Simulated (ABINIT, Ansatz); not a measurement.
# CdTe (F-43m): zone-centre phonons

Which modes does CdTe (F-43m) have at the zone centre?

Program: ABINIT 10.8.3. Level of theory: DFT LDA, scalar-relativistic, plane waves, JTH PAW pseudopotentials. Results are calculated unless marked as measured.

## Step 1: Set-up

The structure is cubic, space group F-43m (No. 216). Conventional cell: a = 6.409 Å, b = 6.409 Å, c = 6.409 Å, α = 90.00°, β = 90.00°, γ = 90.00°. Nearest to Cd lie 4 Te at 2.78 Å. Nearest to Te lie 4 Cd at 2.78 Å. Farther neighbours and most contacts between anions are not listed.

## Step 2: Relaxation

The harmonic expansion needs vanishing forces, and a free crystal bears no stress, so cell and atoms are brought to rest. Stress is more sensitive to the basis than forces are: the last 3 Ha under the cutoff are smoothed with ecutsm, and the cutoff is raised above that of the later runs.

The starting cell comes from a relaxation made beforehand in Ansatz (LDA, PAW).

relax.abi reads:

```
# relaxation
ionmov 2
optcell 2
dilatmx 1.08
ntime 40
tolmxf 1.0d-05
tolvrs 1.0d-14
prtwf 0
prtden 0
chksymtnons 0

# basis, mesh and filling
ecut 24.0
ecutsm 3.0
pawecutdg 48.0
ngkpt 6 6 6
nshiftk 1
shiftk 0.0 0.0 0.0
istwfk *1
occopt 1
nband 9
nstep 100
diemac 9.0
prtebands 0
prtgsr 0

# cell and atoms
acell 8.563568729 8.563568729 8.563568729
rprim 
    0.0 0.7071067812 0.7071067812
    0.7071067812 0.0 0.7071067812
    0.7071067812 0.7071067812 0.0
ntypat 2
znucl 48 52
natom 2
typat 1 2
xred 
    0.0 0.0 0.0
    0.25 0.25 0.25
pp_dirpath "./pseudo"
pseudos "Cd.xml, Te.xml"
```

Launch:

```console
$ OMP_NUM_THREADS=1 mpirun -n 2 abinit relax.abi > relax.log
```

Numbers of over 12 decimals in the logs are rounded to 6 here.

relax.abo, the main output file:

```text
[banners, grids, parts of the stress and lines that vanish by symmetry left out]
- input  file    -> relax.abi
- output file    -> relax.abo
- root for input  files -> relaxi
[...]
Symmetries : space group F-4 3 m (#216); Bravais cF (face-center cubic)
[...]
mpw =        3158          nfft =       91125          nkpt =          16
[...]
== DATASET  1 ==================================================================
[...]
cutoff_energies: {ecut:  24.0, pawecutdg:  48.0, }
[...]
ETOT  1  -55.895283996153    -5.590E+01 2.897E-01 7.612E+00
 ETOT  2  -56.135591709057    -2.403E-01 2.366E-03 1.924E+00
 ETOT  3  -56.131788971932     3.803E-03 1.023E-03 4.634E-01
 ETOT  4  -56.133719024290    -1.930E-03 3.710E-04 3.466E-01
 ETOT  5  -56.135093554252    -1.375E-03 6.246E-04 5.130E-02
[...]
At SCF step   43       nres2   =  6.92E-15 < tolvrs=  1.00E-14 =>converged.
[...]
sigma(1 1)= -4.50717451E-06  sigma(3 2)=  0.00000000E+00
  sigma(2 2)= -4.50717451E-06  sigma(3 1)=  0.00000000E+00
  sigma(3 3)= -4.50717451E-06  sigma(2 1)=  0.00000000E+00
[...]
convergence: {deltae:  3.169E-12, res2:  6.920E-15, residm:  1.919E-14, diffor: null, }
etotal    :  -5.61361129E+01
[...]
ETOT  1  -56.136115700064    -5.614E+01 5.475E-08 4.505E-04
[...]
At SCF step   31       nres2   =  1.57E-16 < tolvrs=  1.00E-14 =>converged.
[...]
sigma(1 1)= -3.85572507E-06  sigma(3 2)=  0.00000000E+00
  sigma(2 2)= -3.85572507E-06  sigma(3 1)=  0.00000000E+00
  sigma(3 3)= -3.85572507E-06  sigma(2 1)=  0.00000000E+00
[...]
convergence: {deltae: -2.707E-12, res2:  1.572E-16, residm:  1.332E-17, diffor: null, }
etotal    :  -5.61361137E+01
[...]
ETOT  1  -56.136186488418    -5.614E+01 4.237E-07 1.587E-02
[...]
ETOT 33  -56.136115765083     6.821E-13 1.524E-16 8.142E-14
 ETOT 34  -56.136115765083     5.826E-13 1.971E-17 7.654E-15
 At SCF step   34       nres2   =  7.65E-15 < tolvrs=  1.00E-14 =>converged.
[...]
sigma(1 1)= -1.61835565E-08  sigma(3 2)=  0.00000000E+00
  sigma(2 2)= -1.61835565E-08  sigma(3 1)=  0.00000000E+00
  sigma(3 3)= -1.61835565E-08  sigma(2 1)=  0.00000000E+00
[...]
convergence: {deltae:  5.826E-13, res2:  7.654E-15, residm:  1.971E-17, diffor: null, }
etotal    :  -5.61361158E+01
[...]
At Broyd/MD step   3, gradients are converged :
[...]
sigma(1 1)= -1.61835565E-08  sigma(3 2)=  0.00000000E+00
  sigma(2 2)= -1.61835565E-08  sigma(3 1)=  0.00000000E+00
  sigma(3 3)= -1.61835565E-08  sigma(2 1)=  0.00000000E+00
[...]
- sigma(1 1)= -4.76136671E-04  sigma(3 2)=  0.00000000E+00
- sigma(2 2)= -4.76136671E-04  sigma(3 1)=  0.00000000E+00
- sigma(3 3)= -4.76136671E-04  sigma(2 1)=  0.00000000E+00
[...]
fcart     -0.0000000000E+00 -0.0000000000E+00 -0.0000000000E+00
           strten     -1.6183556502E-08 -1.6183556500E-08 -1.6183556500E-08
================================================================================

[key lines of the parts left out:]
pressure_GPa:   4.7614E-04
Total energy DC (eV): -3.36841017254788E+05
```

Wall time 2.2 min (2 MPI ranks of Intel Xeon at 2.70GHz, shared host); 4.4 min of CPU time.

Little changed from the start: no atom moved by 0.005 Å and no cell edge by 0.1 %.

Read from the output:

```yaml
volume_per_atom: 32.99 Å³
pressure: 4.76e-4 GPa
```

The volume changes by +0.3 % from the cell with which this run began.

## Step 3: Self-consistent run for the response

First-order wavefunctions inherit every error of the ground state, hence the very tight tolvrs. The mesh is shifted off Γ, since shifted meshes converge sums over the zone faster.

gs.abi reads:

```
# ground state
tolvrs 1.0d-16
prtden 1
prtwf 1

# basis, mesh and filling
ecut 18.0
pawecutdg 36.0
ngkpt 4 4 4
nshiftk 4
shiftk 
    0.5 0.5 0.5
    0.5 0.0 0.0
    0.0 0.5 0.0
    0.0 0.0 0.5
istwfk *1
occopt 1
nband 9
nstep 100
diemac 9.0
prtebands 0
prtgsr 0

# cell and atoms
acell 8.571599332 8.571599332 8.571599332
rprim 
    0.0 0.7071067812 0.7071067812
    0.7071067812 0.0 0.7071067812
    0.7071067812 0.7071067812 0.0
ntypat 2
znucl 48 52
natom 2
typat 1 2
xred 
    0.0 0.0 0.0
    0.25 0.25 0.25
pp_dirpath "./pseudo"
pseudos "Cd.xml, Te.xml"
```

Launch:

```console
$ OMP_NUM_THREADS=1 mpirun -n 2 abinit gs.abi > gs.log
```

gs.abo, the main output file:

```text
[banners, grids, parts of the stress and lines that vanish by symmetry left out]
- input  file    -> gs.abi
- output file    -> gs.abo
- root for input  files -> gsi
[...]
Symmetries : space group F-4 3 m (#216); Bravais cF (face-center cubic)
[...]
mpw =        1634          nfft =       46656          nkpt =          10
[...]
== DATASET  1 ==================================================================
[...]
cutoff_energies: {ecut:  18.0, pawecutdg:  36.0, }
[...]
ETOT  1  -55.887310472106    -5.589E+01 2.561E-01 2.891E+00
 ETOT  2  -56.135915082856    -2.486E-01 1.241E-02 8.983E-01
 ETOT  3  -56.132709259969     3.206E-03 6.505E-04 1.728E-01
 ETOT  4  -56.134277238615    -1.568E-03 1.375E-04 1.112E-01
 ETOT  5  -56.135284443581    -1.007E-03 1.519E-04 1.875E-02
[...]
ETOT 48  -56.135994149274     1.258E-12 1.864E-16 2.912E-16
 ETOT 49  -56.135994149273     5.898E-13 9.071E-17 1.609E-17
 At SCF step   49       nres2   =  1.61E-17 < tolvrs=  1.00E-16 =>converged.
[...]
sigma(1 1)=  8.61382824E-06  sigma(3 2)=  0.00000000E+00
  sigma(2 2)=  8.61382824E-06  sigma(3 1)=  0.00000000E+00
  sigma(3 3)=  8.61382824E-06  sigma(2 1)=  0.00000000E+00
[...]
convergence: {deltae:  5.898E-13, res2:  1.609E-17, residm:  9.071E-17, diffor: null, }
etotal    :  -5.61359941E+01
[...]
sigma(1 1)=  8.61382824E-06  sigma(3 2)=  0.00000000E+00
  sigma(2 2)=  8.61382824E-06  sigma(3 1)=  0.00000000E+00
  sigma(3 3)=  8.61382824E-06  sigma(2 1)=  0.00000000E+00
[...]
- sigma(1 1)=  2.53427576E-01  sigma(3 2)=  0.00000000E+00
- sigma(2 2)=  2.53427576E-01  sigma(3 1)=  0.00000000E+00
- sigma(3 3)=  2.53427576E-01  sigma(2 1)=  0.00000000E+00
[...]
fcart     -0.0000000000E+00 -0.0000000000E+00 -0.0000000000E+00
           strten      8.6138282408E-06  8.6138282408E-06  8.6138282408E-06
================================================================================

[key lines of the parts left out:]
pressure_GPa:  -2.5343E-01
Total energy DC (eV): -3.36841013945453E+05
```

The job ended after 19 s (2 MPI ranks).

Read from the output:

| Item | Value |
| --- | --- |
| pressure | -0.2534 GPa |

The cell stands at -0.25 GPa: the relaxation ran with a smoothed and higher cutoff and on another k mesh.

## Step 4: Empty bands

Empty bands on the ground state's density check that the gap assumed so far is there in this cell.

gap.abi reads:

```
# empty bands on the ground state's density
iscf -2
getden_filepath "gso_DEN"
tolwfr 1.0d-12
nbdbuf 2
prtwf 0

# basis, mesh and filling
ecut 18.0
pawecutdg 36.0
ngkpt 6 6 6
nshiftk 1
shiftk 0.0 0.0 0.0
istwfk *1
occopt 1
nband 13
nstep 100
diemac 9.0
prtebands 0
prtgsr 0

# cell and atoms
acell 8.571599332 8.571599332 8.571599332
rprim 
    0.0 0.7071067812 0.7071067812
    0.7071067812 0.0 0.7071067812
    0.7071067812 0.7071067812 0.0
ntypat 2
znucl 48 52
natom 2
typat 1 2
xred 
    0.0 0.0 0.0
    0.25 0.25 0.25
pp_dirpath "./pseudo"
pseudos "Cd.xml, Te.xml"
```

Launch:

```console
$ OMP_NUM_THREADS=1 mpirun -n 2 abinit gap.abi > gap.log
```

gap.abo, the main output file:

```text
[banners, grids, parts of the stress and lines that vanish by symmetry left out]
- input  file    -> gap.abi
- output file    -> gap.abo
- root for input  files -> gapi
[...]
Symmetries : space group F-4 3 m (#216); Bravais cF (face-center cubic)
[...]
mpw =        1640          nfft =       46656          nkpt =          16
[...]
== DATASET  1 ==================================================================
[...]
cutoff_energies: {ecut:  18.0, pawecutdg:  36.0, }
[...]
-outvars: echo values of variables after computation
            acell      8.5715993320E+00  8.5715993320E+00  8.5715993320E+00 Bohr
================================================================================
```

Wall time 21 s (2 MPI ranks); 40 s of CPU time.

This step gave:

```yaml
gap_on_the_k_mesh: 0.6071 eV
```

In this cell the gap on the mesh is 0.61 eV, direct, so fixed occupations hold.

## Step 5: Zone-centre response

The derivative of the wavefunctions by k comes first, since the response to a field is built on it; then the field and the displacements that symmetry doesn't supply are solved at q = 0.

It reads the wavefunctions written in step 3.

dfpt_gamma.abi reads:

```
ndtset 2

# common to the responses
getwfk_filepath "gso_WFK"
kptopt 2
nqpt 1
qpt 0.0 0.0 0.0
asr 0
chneut 0

# d/dk
rfelfd1 2
rfdir1 1 1 1
iscf1 -3
tolwfr1 1.0d-20

# displacements, field
rfphon2 1
rfatpol2 1 2
rfdir2 1 1 1
rfelfd2 3
getddk2 1
tolvrs2 1.0d-10
prtwf2 0

# basis, mesh and filling
ecut 18.0
pawecutdg 36.0
ngkpt 4 4 4
nshiftk 4
shiftk 
    0.5 0.5 0.5
    0.5 0.0 0.0
    0.0 0.5 0.0
    0.0 0.0 0.5
istwfk *1
occopt 1
nband 9
nstep 100
diemac 9.0
prtebands 0
prtgsr 0

# cell and atoms
acell 8.571599332 8.571599332 8.571599332
rprim 
    0.0 0.7071067812 0.7071067812
    0.7071067812 0.0 0.7071067812
    0.7071067812 0.7071067812 0.0
ntypat 2
znucl 48 52
natom 2
typat 1 2
xred 
    0.0 0.0 0.0
    0.25 0.25 0.25
pp_dirpath "./pseudo"
pseudos "Cd.xml, Te.xml"
```

Launch:

```console
$ OMP_NUM_THREADS=1 mpirun -n 2 abinit dfpt_gamma.abi > dfpt_gamma.log
```

dfpt_gamma.abo, the main output file:

```text
[banners, grids, parts of the stress and lines that vanish by symmetry left out]
- input  file    -> dfpt_gamma.abi
- output file    -> dfpt_gamma.abo
- root for input  files -> dfpt_gammai
[...]
DATASET    1 : space group F-4 3 m (#216); Bravais cF (face-center cubic)
[...]
nfft =       46656          nkpt =         128
[...]
DATASET    2 : space group F-4 3 m (#216); Bravais cF (face-center cubic)
[...]
nfft =       46656          nkpt =         128
[...]
== DATASET  1 ==================================================================
[...]
cutoff_energies: {ecut:  18.0, pawecutdg:  36.0, }
[...]
Perturbation : derivative vs k along direction   1
[...]
-ETOT  1  -22.079025094154     -2.208E+01 5.207E-01 0.000E+00
 ETOT  2  -22.152797409997     -7.377E-02 6.169E-02 0.000E+00
 ETOT  3  -22.155985552876     -3.188E-03 5.860E-03 0.000E+00
 ETOT  4  -22.156511538488     -5.260E-04 6.067E-04 0.000E+00
 ETOT  5  -22.156678631276     -1.671E-04 1.832E-04 0.000E+00
[...]
At SCF step   64   max residual=  9.99E-21 < tolwfr=  1.00E-20 =>converged.
[...]
Perturbation : derivative vs k along direction   2
[...]
-ETOT  1  -22.079025093991     -2.208E+01 5.207E-01 0.000E+00
[...]
At SCF step   64   max residual=  9.99E-21 < tolwfr=  1.00E-20 =>converged.
[...]
Perturbation : derivative vs k along direction   3
[...]
-ETOT  1  -22.079025093828     -2.208E+01 5.207E-01 0.000E+00
[...]
At SCF step   64   max residual=  1.00E-20 < tolwfr=  1.00E-20 =>converged.
[...]
== DATASET  2 ==================================================================
[...]
cutoff_energies: {ecut:  18.0, pawecutdg:  36.0, }
[...]
Perturbation : displacement of atom   1   along direction   1
[...]
-ETOT  1   1060.0913276894     -3.986E+03 3.001E+00 5.559E+06
[...]
At SCF step   36       vres2   =  2.13E-12 < tolvrs=  1.00E-10 =>converged.
[...]
Perturbation : displacement of atom   2   along direction   1
[...]
-ETOT  1   48.683980287831     -8.416E+01 2.215E+00 2.656E+05
[...]
At SCF step   34       vres2   =  2.05E-11 < tolvrs=  1.00E-10 =>converged.
[...]
Perturbation : homogeneous electric field along direction   1
[...]
-ETOT  1  -221.71213744283     -2.217E+02 6.191E+01 7.336E+04
[...]
ETOT 39  -237.62405230970     -7.418E-12 1.068E-11 1.841E-10
 ETOT 40  -237.62405230969      5.372E-12 6.400E-12 1.385E-11
 At SCF step   40       vres2   =  1.38E-11 < tolvrs=  1.00E-10 =>converged.
[...]
Dielectric tensor, in cartesian coordinates,
[...]
1    4   1    4         9.3195990875        -0.0000000000
   1    4   2    4        -0.0000000000        -0.0000000000
   1    4   3    4        -0.0000000000        -0.0000000000
   2    4   1    4        -0.0000000000        -0.0000000000
   2    4   2    4         9.3195990875        -0.0000000000
   2    4   3    4        -0.0000000000        -0.0000000000
   3    4   1    4        -0.0000000000        -0.0000000000
   3    4   2    4        -0.0000000000        -0.0000000000
   3    4   3    4         9.3195990875        -0.0000000000
  Effective charges, in cartesian coordinates,
[...]
1    1   1    4         2.1488583223         0.0000000000
   2    1   1    4         0.0000000000         0.0000000000
   3    1   1    4        -0.0000000000         0.0000000000
   1    2   1    4        -2.1770361285         0.0000000000
   2    2   1    4        -0.0000000000         0.0000000000
[...]
Effective charges, in cartesian coordinates,
[...]
2    4   1    2        -0.0000000000         0.0000000000
   3    4   1    2        -0.0000000000         0.0000000000
   1    4   2    2        -0.0000000000         0.0000000000
   2    4   2    2        -2.1770412261         0.0000000000
   3    4   2    2         0.0000000000         0.0000000000
   1    4   3    2        -0.0000000000         0.0000000000
   2    4   3    2         0.0000000000         0.0000000000
   3    4   3    2        -2.1770412264         0.0000000000
  Warning: The rigid-atom proper piezoelectric tensor
[...]
Phonon wavevector (reduced coordinates) :  0.00000  0.00000  0.00000
 Phonon energies in Hartree :
[...]
Phonon frequencies in cm-1    :
- -5.999178E+00 -5.999178E+00 -5.999178E+00  1.495265E+02  1.495265E+02
-  1.495265E+02
  Phonon at Gamma, with non-analyticity in the
[...]
Phonon energies in Hartree :
[...]
Phonon frequencies in cm-1    :
- -5.999178E+00 -5.999178E+00 -5.980404E+00  1.495265E+02  1.495265E+02
-  1.691641E+02
  Phonon at Gamma, with non-analyticity in the
[...]
Phonon energies in Hartree :
[...]
Phonon frequencies in cm-1    :
- -5.999178E+00 -5.999178E+00 -5.980404E+00  1.495265E+02  1.495265E+02
-  1.691641E+02
  Phonon at Gamma, with non-analyticity in the
[...]
Phonon energies in Hartree :
[...]
Phonon frequencies in cm-1    :
- -5.999178E+00 -5.999178E+00 -5.980404E+00  1.495265E+02  1.495265E+02
-  1.691641E+02
[...]
fcart2     0.0000000000E+00  0.0000000000E+00  0.0000000000E+00
           strten2     0.0000000000E+00  0.0000000000E+00  0.0000000000E+00
================================================================================
```

Wall time 20 min (2 MPI ranks); 40 min of CPU time.

This step gave:

- miss of the charge sum rule: 0.02818 e
- largest acoustic frequency at the zone centre before the sum rule: -6 cm⁻¹
- highest optical zone-centre mode (no LO-TO term): 149.5 cm⁻¹
- lowest optical zone-centre mode: 149.5 cm⁻¹
- mean high-frequency dielectric constant: 9.320
- largest Born charge in size (third of the trace): 2.177 e

Born charge (rows field, columns displacement), before the sum rule (e), principal values of the symmetric part by kind of site:

| atom | atoms with these values | low | middle | high | mean |
| --- | --- | --- | --- | --- | --- |
| Cd1 | 1 | 2.15 | 2.15 | 2.15 | 2.15 |
| Te2 | 1 | -2.18 | -2.18 | -2.18 | -2.18 |

In full for Te2:

```
-2.18  0.00  0.00
 0.00 -2.18  0.00
 0.00  0.00 -2.18
```

High-frequency dielectric tensor:

```
9.32 0.00 0.00
0.00 9.32 0.00
0.00 0.00 9.32
```

The acoustic modes at Γ come out as far as 6.0 cm⁻¹ from zero, where they should vanish, a small numerical error; the Born charges miss their sum rule by 0.028 e, which is fair.

(Part 1 of 2 ends here.)

[Host names and launcher messages were left out of these logs when they were recorded.]

[Logs are printed without paths, hosts, clocks, repeated set-up lines and the standing remarks that a program may print on its own settings, such as how far it seeks lower states.]

[Hosts, paths, dates, database ids (printed as entryN), source tags and the programs' standing remarks are cut or masked in the printed files.]
